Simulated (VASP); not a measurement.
# Y (P6_3/mmc) in VASP: further runs

Runs on Y. Level: PBEsol. Tasks: single point.

All numbers are computed with VASP 6.6.1; they aren't measurements. Logs are shortened: lines on timing, memory, paths and dates and some standing lists are left out, and cuts for length are marked.

### 1 Starting point

It takes space group P6_3/mmc (No. 194, hexagonal). Conventional cell: a = 3.647 Å, b = 3.647 Å, c = 5.731 Å, α = 90.00°, β = 90.00°, γ = 120.00°. Around Y (site symmetry -6m2) lie 12 Y at 3.56 to 3.65 Å.

### 2 Single point, PBEsol

File INCAR:

```
SYSTEM = Y
PREC     = Accurate       ! precision mode
ENCUT    = 350            ! plane-wave cutoff, eV
EDIFF    = 1E-6           ! SCF threshold, eV
ISMEAR   = -1             ! smearing method
SIGMA    = 0.15           ! smearing width, eV
LREAL    = .FALSE.        ! projectors in reciprocal space
LASPH    = .TRUE.         ! aspherical terms in the spheres
NELM     = 100            ! most SCF steps
ALGO     = Normal         ! electronic algorithm
ISIF     = 2              ! what is computed and relaxed
LWAVE    = .FALSE.        ! write WAVECAR
LCHARG   = .FALSE.        ! write CHGCAR
GGA      = PS             ! functional
NBANDS   = 18             ! bands
ADDGRID  = .FALSE.
```

File KPOINTS:

```
Automatic mesh
0
G
  15 15 9
  0 0 0
```

File POSCAR:

```
Y
1.0
    3.6474000000      0.0000000000      0.0000000000
   -1.8237000000      3.1587410578      0.0000000000
    0.0000000000      0.0000000000      5.7306000000
Y
2
Direct
    0.6666666667      0.3333333333      0.7500000000
    0.3333333333      0.6666666667      0.2500000000
```

Potentials or basis: VASP PAW PBE potentials, release 64 (Y_sv).

On the command line:

```bash
$ cat potpaw_PBE.64/Y_sv/POTCAR > POTCAR
$ mpirun -np 1 vasp_std > vasp.out
```

OUTCAR:

```text
SYSTEM = Y
   PREC = Accurate
   ENCUT = 350
   EDIFF = 1E-6
   ISMEAR = -1
   LREAL = .FALSE.
   LASPH = .TRUE.
   NELM = 100
   ISIF = 2
   GGA = PS

 Found    135 irreducible k-points:

 Following reciprocal coordinates:
            Coordinates               Weight
  0.000000  0.000000  0.000000      1.000000
  0.066667  0.000000  0.000000      6.000000
  0.133333  0.000000  0.000000      6.000000
  0.200000  0.000000  0.000000      6.000000
  0.266667  0.000000  0.000000      6.000000
  0.333333  0.000000  0.000000      6.000000
   k-points           NKPTS =    135   k-points in BZ     NKDIM =    135   number of bands    NBANDS=     18
   number of dos      NEDOS =    301   number of ions     NIONS =      2
   total plane-waves  NPLWV =  20736
   dimension x,y,z NGX =    24 NGY =   24 NGZ =   36
   dimension x,y,z NGXF=    48 NGYF=   48 NGZF=   72
   ions per type =               2
   NGX,Y,Z   is equivalent  to a cutoff of  10.94, 10.94, 10.44 a.u.
   NGXF,Y,Z  is equivalent  to a cutoff of  21.88, 21.88, 20.89 a.u.
 SYSTEM =  Y
   PREC   = accura    normal or accurate (medium, high low for compatibility)
   ISTART =      0    job   : 0-new  1-cont  2-samecut
   ICHARG =      2    charge: 1-file 2-atom 10-const
   ISPIN  =      1    spin polarized calculation?
   LNONCOLLINEAR =      F non collinear calculations
   LSORBIT =      F    spin-orbit coupling
   LASPH  =      T    aspherical Exc in radial PAW
   ENCUT  =  350.0 eV  25.72 Ry    5.07 a.u.   5.56  5.56  8.74*2*pi/ulx,y,z
   NELM   =    100;   NELMIN=  2; NELMDL= -5     # of ELM steps
   EDIFF  = 0.1E-05   stopping-criterion for ELM
   LREAL  =      F    real-space projection
   EDIFFG = 0.1E-04   stopping-criterion for IOM
   NSW    =      0    number of steps for IOM
   IBRION =     -1    ionic relax: 0-MD 1-quasi-New 2-CG
   NFREE  =      0    steps in history (QN), initial steepest desc. (CG)
   ISIF   =      2    stress and relaxation
   ISYM   =      2    0-nonsym 1-usesym 2-fastsym
   POTIM  = 0.5000    time-step for ionic-motion
   TEBEG  =    0.0;   TEEND  =   0.0 temperature during run
   PSTRESS=    0.0 pullay stress
   NELECT =      22.0000    total number of electrons
   NUPDOWN=      -1.0000    fix difference up-down
   EMIN   =  10.00;   EMAX   =-10.00  energy-range for DOS
   EFERMI =   0.00;   METHOD = LEGACY
   ISMEAR =    -1;   SIGMA  =   0.15  broadening in eV -4-tet -1-fermi 0-gaus
   EFERMI_NEDOS =   21; number of points for ismear=-14 and -15
   IALGO  =     38    algorithm
   IMIX   =      4    mixing-type and parameters
     AMIX     =   0.40;   BMIX     =  1.00
     AMIX_MAG =   1.60;   BMIX_MAG =  1.00
  volume/ion in A,a.u.               =      33.01       222.77
  Fermi-wavevector in a.u.,A,eV,Ry     =   1.134967  2.144777 17.526345  1.288150
  Thomas-Fermi vector in A             =   2.271671
   LORBIT       =      0    0 simple, 1 ext, 2 COOP (PROOUT), +10 PAW based schemes
   GGA     = PS    functional components
   LHFCALC =     F    Hartree Fock is set to
   AEXX    =    0.0000 exact exchange contribution
   IVDW    =     0    specifies the selected vdW correction
   LEPSILON=     F    determine dielectric tensor
   LRPA    =     F    only Hartree local field effects (RPA)
 non-spin polarized calculation
  energy-cutoff  :      350.00
  volume of cell :       66.02
 maximum number of plane-waves:      1008
 NGX is ok and might be reduce to    24
   NGX = 11   NGY = 11   NGZ = 17

 number of electron      22.0000004 magnetization

 Free energy of the ion-electron system (eV)
  ---------------------------------------------------
  ext. energy  EPLUGINS =         0.00000000
  ---------------------------------------------------
  free energy    TOTEN  =       -13.74908538 eV

  energy without entropy =      -13.49582469  energy(sigma->0) =      -13.62245504

 E-fermi :   2.8627     XC(G=0):  -9.5132

 val. band max:        2.8606981221   @ k =   0.1333   0.1333   0.3333
 cond. band min:       2.8667279173   @ k =   0.2000   0.0000   0.2222
 fundamental gap:      0.0060297952
 Fermi energy:         2.8627270088

 k-point     1 :       0.0000    0.0000    0.0000
  band No.  band energies     occupation
      1     -39.7420      2.00000
      2     -39.6698      2.00000
      3     -20.0386      2.00000
      4     -19.5603      2.00000
      5     -19.5603      2.00000
      6     -19.4720      2.00000
[... 10 lines left out ...]
     17       5.6341      0.00000
     18       5.6341      0.00000

 k-point     2 :       0.0667    0.0000    0.0000
  band No.  band energies     occupation
      1     -39.7398      2.00000
      2     -39.6690      2.00000
      3     -20.0307      2.00000
      4     -19.5764      2.00000
      5     -19.5658      2.00000
      6     -19.4890      2.00000
[... 10 lines left out ...]
     17       5.5023      0.00000
     18       5.5423      0.00000

 k-point     3 :       0.1333    0.0000    0.0000
  band No.  band energies     occupation
      1     -39.7335      2.00000
      2     -39.6668      2.00000
      3     -20.0078      2.00000
      4     -19.6219      2.00000
      5     -19.5810      2.00000
      6     -19.5362      2.00000
[... 10 lines left out ...]
     17       5.3731      0.00000
     18       5.5283      0.00000

 k-point     4 :       0.2000    0.0000    0.0000
  band No.  band energies     occupation
      1     -39.7239      2.00000
      2     -39.6639      2.00000
      3     -19.9719      2.00000
      4     -19.6893      2.00000
      5     -19.6040      2.00000
      6     -19.6027      2.00000
[... 10 lines left out ...]
     17       5.7204      0.00000
     18       5.9201      0.00000

 k-point     5 :       0.2667    0.0000    0.0000
  band No.  band energies     occupation
      1     -39.7124      2.00000
      2     -39.6610      2.00000
      3     -19.9262      2.00000
      4     -19.7669      2.00000
      5     -19.6791      2.00000
      6     -19.6267      2.00000
[... 10 lines left out ...]
     17       6.1546      0.00000
     18       6.4318      0.00000

 k-point     6 :       0.3333    0.0000    0.0000
  band No.  band energies     occupation
      1     -39.7006      2.00000
      2     -39.6591      2.00000
      3     -19.8757      2.00000
      4     -19.8412      2.00000
      5     -19.7485      2.00000
      6     -19.6490      2.00000
[... 10 lines left out ...]
     17       6.6962      0.00000
     18       7.0146      0.00000

 [... further k-points ...]

------------------------ aborting loop because EDIFF is reached ----------------------------------------

  FORCE on cell =-STRESS in cart. coord.  units (eV):
  Direction    XX          YY          ZZ          XY          YZ          ZX
  --------------------------------------------------------------------------------------
  -------------------------------------------------------------------------------------
  Total       -0.8004799     -0.8004799     -0.8596355      0.0000000      0.0000000      0.0000000
  in kB      -19.4251100    -19.4251100    -20.8606287      0.0000000      0.0000000      0.0000000
  external PRESSURE =     -19.9036162 kB  Pullay stress =       0.0000000 kB

 VOLUME and BASIS-vectors are now :
 -----------------------------------------------------------------------------
  energy-cutoff  :      350.00
  volume of cell :       66.02
      direct lattice vectors                 reciprocal lattice vectors
     3.647400000  0.000000000  0.000000000     0.274167900  0.158290911  0.000000000
    -1.823700000  3.158741058  0.000000000     0.000000000  0.316581822  0.000000000
     0.000000000  0.000000000  5.730600000     0.000000000  0.000000000  0.174501797

 POSITION                                       TOTAL-FORCE (eV/Angst)
 -----------------------------------------------------------------------------------
      1.82370      1.05291      4.29795        -0.000000      0.000000      0.000000
     -0.00000      2.10583      1.43265         0.000000     -0.000000      0.000000
 -----------------------------------------------------------------------------------
    total drift:                               -0.000000      0.000000     -0.000000

  FREE ENERGIE OF THE ION-ELECTRON SYSTEM (eV)
  ---------------------------------------------------
  free  energy   TOTEN  =       -13.7490853779 eV

  energy  without entropy=      -13.4958246922  energy(sigma->0) =      -13.62245504
```

OSZICAR:

```text
N       E                     dE             d eps       ncg     rms          rms(c)
DAV:   1     0.725331812022E+02    0.72533E+02   -0.93252E+03  4892   0.877E+02
DAV:   2    -0.721550327935E+01   -0.79749E+02   -0.78141E+02  6084   0.216E+02
DAV:   3    -0.140641288630E+02   -0.68486E+01   -0.68042E+01  8458   0.384E+01
DAV:   4    -0.142241152208E+02   -0.15999E+00   -0.15975E+00  6128   0.602E+00
DAV:   5    -0.142279323829E+02   -0.38172E-02   -0.38160E-02  6828   0.715E-01    0.332E+01
DAV:   6    -0.138374721562E+02    0.39046E+00   -0.47333E-01  5372   0.407E+00    0.205E+01
DAV:   7    -0.137625043390E+02    0.74968E-01   -0.91408E-01  6474   0.515E+00    0.178E+00
DAV:   8    -0.137497352597E+02    0.12769E-01   -0.16321E-01  5950   0.229E+00    0.108E+00
DAV:   9    -0.137490171470E+02    0.71811E-03   -0.45091E-03  6604   0.403E-01    0.421E-01
DAV:  10    -0.137491270152E+02   -0.10987E-03   -0.16931E-03  5282   0.349E-01    0.289E-01
DAV:  11    -0.137490869122E+02    0.40103E-04   -0.97957E-05  7194   0.762E-02    0.536E-02
DAV:  12    -0.137490824949E+02    0.44173E-05   -0.27978E-05  5326   0.430E-02    0.164E-02
DAV:  13    -0.137490852305E+02   -0.27356E-05   -0.47655E-06  5488   0.180E-02    0.342E-03
DAV:  14    -0.137490853779E+02   -0.14744E-06   -0.15074E-07  2970   0.313E-03
   1 F= -.13749085E+02 E0= -.13622455E+02  d E =-.253261E+00
```

stdout:

```text
POSCAR found type information on POSCAR Y
 POSCAR found :  1 types and       2 ions
 scaLAPACK will be used
 -----------------------------------------------------------------------------
|                                                                             |
|                                                                             |
|     You enforced a specific xc type in the INCAR file but a different       |
|     I HOPE YOU KNOW WHAT YOU ARE DOING!                                     |
|                                                                             |
 -----------------------------------------------------------------------------

 LDA part: xc-table for (Slater+PW92), standard interpolation
 POSCAR, INCAR and KPOINTS ok, starting setup
 FFT: planning ... GRIDC
 FFT: planning ... GRID_SOFT
 FFT: planning ... GRID
 WAVECAR not read
 entering main loop
```

Wall time 44 s (1 thread of AMD EPYC 9R45 (Zen 5), shared host); peak memory 0.19 GiB.

These settings aren't checked as converged: the numbers below hold their error.

What came out:

- Free energy: -13.7491 eV
- Pressure: -2.0 GPa
- Band gap on the k mesh: none (metal or under the smearing width)

Caveat: the PAW data sets were made with another functional, which shifts forces and pressure a little.

### 3 Single point, PBEsol

INCAR, as its differences from that of step 2:

```diff
@@ -2,3 +2,3 @@
 PREC     = Accurate       ! precision mode
-ENCUT    = 350            ! plane-wave cutoff, eV
+ENCUT    = 700            ! plane-wave cutoff, eV
 EDIFF    = 1E-6           ! SCF threshold, eV
```

File KPOINTS:

```
Automatic mesh
0
G
  11 11 6
  0 0 0
```

POSCAR is that of step 2.

Potentials or basis: VASP PAW PBE potentials, release 64 (Y_sv).

On the command line:

```bash
$ cat potpaw_PBE.64/Y_sv/POTCAR > POTCAR
$ mpirun -np 1 vasp_std > vasp.out
```

OUTCAR:

```text
SYSTEM = Y
   PREC = Accurate
   ENCUT = 700
   EDIFF = 1E-6
   ISMEAR = -1
   LREAL = .FALSE.
   LASPH = .TRUE.
   NELM = 100
   ISIF = 2
   GGA = PS

 Found     64 irreducible k-points:

 Following reciprocal coordinates:
            Coordinates               Weight
  0.000000  0.000000  0.000000      1.000000
  0.090909  0.000000  0.000000      6.000000
  0.181818 -0.000000  0.000000      6.000000
  0.272727  0.000000  0.000000      6.000000
  0.363636  0.000000  0.000000      6.000000
  0.454545  0.000000  0.000000      6.000000
   k-points           NKPTS =     64   k-points in BZ     NKDIM =     64   number of bands    NBANDS=     18
   number of dos      NEDOS =    301   number of ions     NIONS =      2
   total plane-waves  NPLWV =  51200
   dimension x,y,z NGX =    32 NGY =   32 NGZ =   50
   dimension x,y,z NGXF=    64 NGYF=   64 NGZF=  100
   ions per type =               2
   NGX,Y,Z   is equivalent  to a cutoff of  14.59, 14.59, 14.51 a.u.
   NGXF,Y,Z  is equivalent  to a cutoff of  29.17, 29.17, 29.01 a.u.
 SYSTEM =  Y
   PREC   = accura    normal or accurate (medium, high low for compatibility)
   ISTART =      0    job   : 0-new  1-cont  2-samecut
   ICHARG =      2    charge: 1-file 2-atom 10-const
   ISPIN  =      1    spin polarized calculation?
   LNONCOLLINEAR =      F non collinear calculations
[... 54 lines left out ...]

 val. band max:        2.8519334656   @ k =   0.4545   0.0909   0.3333
 cond. band min:       2.8813193626   @ k =   0.4545   0.0000   0.3333
 fundamental gap:      0.0293858970
 Fermi energy:         2.8622000545

 k-point     1 :       0.0000    0.0000    0.0000
  band No.  band energies     occupation
      1     -39.7429      2.00000
      2     -39.6707      2.00000
      3     -20.0399      2.00000
      4     -19.5618      2.00000
      5     -19.5618      2.00000
      6     -19.4735      2.00000
[... 103 lines left out ...]
      5     -19.7996      2.00000
      6     -19.6757      2.00000
[... 10 lines left out ...]
     17       8.0322      0.00000
     18       8.0365      0.00000

 [... further k-points ...]

------------------------ aborting loop because EDIFF is reached ----------------------------------------

  FORCE on cell =-STRESS in cart. coord.  units (eV):
  Direction    XX          YY          ZZ          XY          YZ          ZX
  --------------------------------------------------------------------------------------
  -------------------------------------------------------------------------------------
  Total       -0.7840135     -0.7840135     -0.8486651      0.0000000      0.0000000      0.0000000
  in kB      -19.0255221    -19.0255221    -20.5944138      0.0000000      0.0000000      0.0000000
  external PRESSURE =     -19.5484860 kB  Pullay stress =       0.0000000 kB

 VOLUME and BASIS-vectors are now :
 -----------------------------------------------------------------------------
  energy-cutoff  :      700.00
  volume of cell :       66.02
      direct lattice vectors                 reciprocal lattice vectors
     3.647400000  0.000000000  0.000000000     0.274167900  0.158290911  0.000000000
    -1.823700000  3.158741058  0.000000000     0.000000000  0.316581822  0.000000000
     0.000000000  0.000000000  5.730600000     0.000000000  0.000000000  0.174501797

 POSITION                                       TOTAL-FORCE (eV/Angst)
 -----------------------------------------------------------------------------------
      1.82370      1.05291      4.29795        -0.000000      0.000000      0.000000
     -0.00000      2.10583      1.43265         0.000000     -0.000000      0.000000
 -----------------------------------------------------------------------------------
    total drift:                               -0.000000      0.000000     -0.000000

  FREE ENERGIE OF THE ION-ELECTRON SYSTEM (eV)
  ---------------------------------------------------
  free  energy   TOTEN  =       -13.7500069461 eV

  energy  without entropy=      -13.4973117601  energy(sigma->0) =      -13.62365935
```

OSZICAR:

```text
N       E                     dE             d eps       ncg     rms          rms(c)
DAV:   1     0.100835027704E+03    0.10084E+03   -0.13087E+04  2304   0.144E+03
DAV:   2    -0.580686367067E+01   -0.10664E+03   -0.10496E+03  2810   0.299E+02
DAV:   3    -0.139660812797E+02   -0.81592E+01   -0.80622E+01  4038   0.474E+01
DAV:   4    -0.142214425328E+02   -0.25536E+00   -0.25508E+00  2804   0.883E+00
DAV:   5    -0.142289997700E+02   -0.75572E-02   -0.75548E-02  3386   0.108E+00    0.332E+01
DAV:   6    -0.138382881436E+02    0.39071E+00   -0.47455E-01  2514   0.408E+00    0.205E+01
DAV:   7    -0.137632854037E+02    0.75003E-01   -0.91177E-01  3030   0.517E+00    0.179E+00
DAV:   8    -0.137506940534E+02    0.12591E-01   -0.16431E-01  2830   0.230E+00    0.111E+00
DAV:   9    -0.137499324535E+02    0.76160E-03   -0.44600E-03  3056   0.408E-01    0.426E-01
DAV:  10    -0.137500564189E+02   -0.12397E-03   -0.17584E-03  2556   0.366E-01    0.302E-01
DAV:  11    -0.137500111962E+02    0.45223E-04   -0.10462E-04  3398   0.847E-02    0.457E-02
DAV:  12    -0.137500050593E+02    0.61369E-05   -0.27976E-05  2524   0.447E-02    0.166E-02
DAV:  13    -0.137500067689E+02   -0.17095E-05   -0.50003E-06  2588   0.189E-02    0.344E-03
DAV:  14    -0.137500069461E+02   -0.17726E-06   -0.14733E-07  1396   0.315E-03
   1 F= -.13750007E+02 E0= -.13623659E+02  d E =-.252695E+00
```

Run time: 55 s. Hardware: 1 thread of AMD EPYC 9R45 (Zen 5), shared host; peak memory 0.26 GiB.

These settings aren't checked as converged: the numbers below hold their error.

Results:

| Property | Result |
| --- | --- |
| Free energy | -13.7500 eV |
| Pressure | -2.0 GPa |
| Band gap on the k mesh | none (metal or under the smearing width) |

Caveat: the PAW data sets were made with another functional, which shifts forces and pressure a little.

(Continued in part 2 of 2.)
